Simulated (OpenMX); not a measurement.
# FeO (Wuestite) (Fm-3m) in OpenMX: notebook, part 2 of 2

OpenMX 3.8.5.

**4. Single point, LDA, collinear spin, ferromagnetic start, 9.81 Å³/atom (volume scaled by 0.98)**

Input file FeO.dat:

```
System.CurrrentDirectory             ./
System.Name                          FeO
DATA.PATH                            ./DFT_DATA13
level.of.stdout                      1
level.of.fileout                     0
Species.Number                       2
<Definition.of.Atomic.Species
  Fe  Fe6.0H-s3p2d2          Fe_CA13H
  O   O6.0-s2p2d1            O_CA13
Definition.of.Atomic.Species>

Atoms.Number                         2
Atoms.SpeciesAndCoordinates.Unit     FRAC
<Atoms.SpeciesAndCoordinates
    1  Fe    0.0000000000    0.0000000000    0.0000000000   9.500  6.500
    2  O     0.5000000000    0.5000000000    0.5000000000   3.000  3.000
Atoms.SpeciesAndCoordinates>

Atoms.UnitVectors.Unit               Ang
<Atoms.UnitVectors
     0.0000000000    2.1409337923    2.1409337923
     2.1409337923    0.0000000000    2.1409337923
     2.1409337923    2.1409337923    0.0000000000
Atoms.UnitVectors>

scf.XcType                           LSDA-CA
scf.SpinPolarization                 on
scf.ElectronicTemperature            580.226
scf.maxIter                          160
scf.EigenvalueSolver                 band
scf.Kgrid                            11 11 11
scf.Mixing.Type                      rmm-diisk
scf.Init.Mixing.Weight               0.01
scf.Min.Mixing.Weight                0.001
scf.Max.Mixing.Weight                0.2
scf.Mixing.History                   40
scf.Mixing.StartPulay                15
scf.criterion                        1.0e-8
MD.Type                              nomd
scf.Ngrid                            35 35 35
scf.energycutoff                     500.0
```

On the command line:

```console
> openmx FeO.dat -nt 1 > FeO.std
```

Run time: 3.4 min. Hardware: 1 thread of Intel Xeon 6975P-C (Granite Rapids), shared host; peak memory 0.65 GiB.

It converged, with:

| Property | Result |
| --- | --- |
| Free energy | -3829.4450 eV |
| Band gap on the k mesh | none (metal or under the smearing width) |
| Net moment | 3.94 μB per cell |
| Site moments | Fe +3.59; O +0.35 μB |
| Mulliken charges | Fe +0.52; O -0.52 e |

Caveat: Mulliken charges move with the basis; the basis of atomic orbitals isn't converged, which shifts pressures, moduli and gaps; a cell with one magnetic atom can't hold antiferromagnetic order, which such compounds often take; semilocal functionals often make such compounds metallic where correlation or magnetic order opens a gap, which also shifts bond lengths.

**5. Single point, LDA, collinear spin, ferromagnetic start, 10.21 Å³/atom (volume scaled by 1.02)**

Edit FeO.dat of step 4 so:

```diff
@@ -20,5 +20,5 @@
 <Atoms.UnitVectors
-     0.0000000000    2.1409337923    2.1409337923
-     2.1409337923    0.0000000000    2.1409337923
-     2.1409337923    2.1409337923    0.0000000000
+     0.0000000000    2.1696745882    2.1696745882
+     2.1696745882    0.0000000000    2.1696745882
+     2.1696745882    2.1696745882    0.0000000000
 Atoms.UnitVectors>
```

On the command line:

```console
> openmx FeO.dat -nt 1 > FeO.std
```

Wall time 3.4 min (1 thread of Intel Xeon 6975P-C (Granite Rapids), shared host); peak memory 0.64 GiB.

The run converged. Its results:

- Free energy: -3829.3625 eV
- Band gap on the k mesh: none (metal or under the smearing width)
- Net moment: 3.99 μB per cell
- Site moments: Fe +3.63; O +0.36 μB
- Mulliken charges: Fe +0.52; O -0.52 e

Caveat: Mulliken charges move with the basis; the basis of atomic orbitals isn't converged, which shifts pressures, moduli and gaps; a cell with one magnetic atom can't hold antiferromagnetic order, which such compounds often take; semilocal functionals often make such compounds metallic where correlation or magnetic order opens a gap, which also shifts bond lengths.

**6. Single point, LDA, collinear spin, ferromagnetic start, 9.61 Å³/atom (volume scaled by 0.96)**

Edit FeO.dat of step 5 so:

```diff
@@ -20,5 +20,5 @@
 <Atoms.UnitVectors
-     0.0000000000    2.1696745882    2.1696745882
-     2.1696745882    0.0000000000    2.1696745882
-     2.1696745882    2.1696745882    0.0000000000
+     0.0000000000    2.1262694020    2.1262694020
+     2.1262694020    0.0000000000    2.1262694020
+     2.1262694020    2.1262694020    0.0000000000
 Atoms.UnitVectors>
```

Potentials or basis: OpenMX 2013 LDA set, Fe6.0H-s3p2d2, O6.0-s2p2d1, fixed grid of 35 × 35 × 35 points.

On the command line:

```console
> openmx FeO.dat -nt 1 > FeO.std
```

It took 3.5 min on 1 thread of Intel Xeon 6975P-C (Granite Rapids), shared host; peak memory 0.66 GiB.

The run converged. Its results:

* Free energy: -3829.4748 eV
* Band gap on the k mesh: none (metal or under the smearing width)
* Net moment: 3.90 μB per cell
* Site moments: Fe +3.56; O +0.34 μB
* Mulliken charges: Fe +0.52; O -0.52 e

Caveat: Mulliken charges move with the basis; the basis of atomic orbitals isn't converged, which shifts pressures, moduli and gaps; a cell with one magnetic atom can't hold antiferromagnetic order, which such compounds often take; semilocal functionals often make such compounds metallic where correlation or magnetic order opens a gap, which also shifts bond lengths.

**7. Single point, LDA, collinear spin, ferromagnetic start, 10.41 Å³/atom (volume scaled by 1.04)**

Edit FeO.dat of step 6 so:

```diff
@@ -20,5 +20,5 @@
 <Atoms.UnitVectors
-     0.0000000000    2.1262694020    2.1262694020
-     2.1262694020    0.0000000000    2.1262694020
-     2.1262694020    2.1262694020    0.0000000000
+     0.0000000000    2.1837637790    2.1837637790
+     2.1837637790    0.0000000000    2.1837637790
+     2.1837637790    2.1837637790    0.0000000000
 Atoms.UnitVectors>
```

On the command line:

```console
> openmx FeO.dat -nt 1 > FeO.std
```

It took 3.3 min on 1 thread of Intel Xeon 6975P-C (Granite Rapids), shared host; peak memory 0.63 GiB.

Results (log left out):

| Item | Value |
| --- | --- |
| Free energy | -3829.3111 eV |
| Band gap on the k mesh | none (metal or under the smearing width) |
| Net moment | 4.00 μB per cell |
| Site moments | Fe +3.63; O +0.36 μB |
| Mulliken charges | Fe +0.52; O -0.52 e |

Caveat: Mulliken charges move with the basis; the basis of atomic orbitals isn't converged, which shifts pressures, moduli and gaps; a cell with one magnetic atom can't hold antiferromagnetic order, which such compounds often take; semilocal functionals often make such compounds metallic where correlation or magnetic order opens a gap, which also shifts bond lengths.

**8. Single point, LDA, collinear spin, ferromagnetic start, 9.41 Å³/atom (volume scaled by 0.94)**

Edit FeO.dat of step 7 so:

```diff
@@ -20,5 +20,5 @@
 <Atoms.UnitVectors
-     0.0000000000    2.1837637790    2.1837637790
-     2.1837637790    0.0000000000    2.1837637790
-     2.1837637790    2.1837637790    0.0000000000
+     0.0000000000    2.1113998987    2.1113998987
+     2.1113998987    0.0000000000    2.1113998987
+     2.1113998987    2.1113998987    0.0000000000
 Atoms.UnitVectors>
```

On the command line:

```console
> openmx FeO.dat -nt 1 > FeO.std
```

It took 4.1 min on 1 thread of Intel Xeon 6975P-C (Granite Rapids), shared host; peak memory 0.7 GiB.

Results (log left out):

```yaml
Free_energy: -3829.4960 eV
Band_gap_on_the_k_mesh: none (metal or under the smearing width)
Net_moment: 3.85 μB per cell
Site_moments: Fe +3.52; O +0.33 μB
Mulliken_charges: Fe +0.52; O -0.52 e
```

Caveat: Mulliken charges move with the basis; the basis of atomic orbitals isn't converged, which shifts pressures, moduli and gaps; a cell with one magnetic atom can't hold antiferromagnetic order, which such compounds often take; semilocal functionals often make such compounds metallic where correlation or magnetic order opens a gap, which also shifts bond lengths.

**9. Single point, LDA, collinear spin, ferromagnetic start, 10.61 Å³/atom (volume scaled by 1.06)**

Edit FeO.dat of step 8 so:

```diff
@@ -20,5 +20,5 @@
 <Atoms.UnitVectors
-     0.0000000000    2.1113998987    2.1113998987
-     2.1113998987    0.0000000000    2.1113998987
-     2.1113998987    2.1113998987    0.0000000000
+     0.0000000000    2.1976734774    2.1976734774
+     2.1976734774    0.0000000000    2.1976734774
+     2.1976734774    2.1976734774    0.0000000000
 Atoms.UnitVectors>
```

Potentials or basis: OpenMX 2013 LDA set, Fe6.0H-s3p2d2, O6.0-s2p2d1, fixed grid of 35 × 35 × 35 points.

On the command line:

```console
> openmx FeO.dat -nt 1 > FeO.std
```

Wall time 3.4 min (1 thread of Intel Xeon 6975P-C (Granite Rapids), shared host); peak memory 0.63 GiB.

Results (log left out):

```
Free energy            : -3829.2536 eV
Band gap on the k mesh : none (metal or under the smearing width)
Net moment             : 4.00 μB per cell
Site moments           : Fe +3.64; O +0.36 μB
Mulliken charges       : Fe +0.52; O -0.52 e
```

Caveat: Mulliken charges move with the basis; the basis of atomic orbitals isn't converged, which shifts pressures, moduli and gaps; a cell with one magnetic atom can't hold antiferromagnetic order, which such compounds often take; semilocal functionals often make such compounds metallic where correlation or magnetic order opens a gap, which also shifts bond lengths.

**10. Equation of state, LDA, collinear spin, ferromagnetic start**

No new run: the results of the series are fitted here.

Results (log left out):

| Item | Value |
| --- | --- |
| Equilibrium volume | 9.08 Å³/atom (rough: see the caveat) |
| Bulk modulus | 197 GPa (rough) |

Energy against volume, from the lowest point:
| volume (Å³/atom) | energy (meV/atom) |
| --- | --- |
| 9.413 | 0.00 |
| 9.613 | 10.58 |
| 9.813 | 25.47 |
| 10.013 | 44.32 |
| 10.214 | 66.72 |
| 10.414 | 92.44 |
| 10.614 | 121.17 |

Caveat: the minimum lies outside the volumes run; volumes in these bases differ from converged ones by about 1 %, for some elements by several; the basis of atomic orbitals isn't converged, which shifts pressures, moduli and gaps.

**11. Comparison with measurements**

Step 2. Against the measured gap of FeO, 2.4 eV (optical; quoted in “W\"ustite: Electric, thermodynamic and optical properties of FeO”, 2012, arxiv:1203.1201), the calculated 0.00 eV is off by -2.40 eV. So large a miss can be the level of theory's own, or it may mean another phase, state or a wrong row. The value is that of LDA in an atomic basis (OpenMX 2013 LDA set, Fe6.0H-s3p2d2, O6.0-s2p2d1, grid cutoff 500 Ry), whose error adds to the functional's,, without temperature or zero-point motion. Semilocal functionals fall short of measured gaps as a rule. The run's magnetic order (collinear spin, ferromagnetic start) needn't be the measured crystal's.
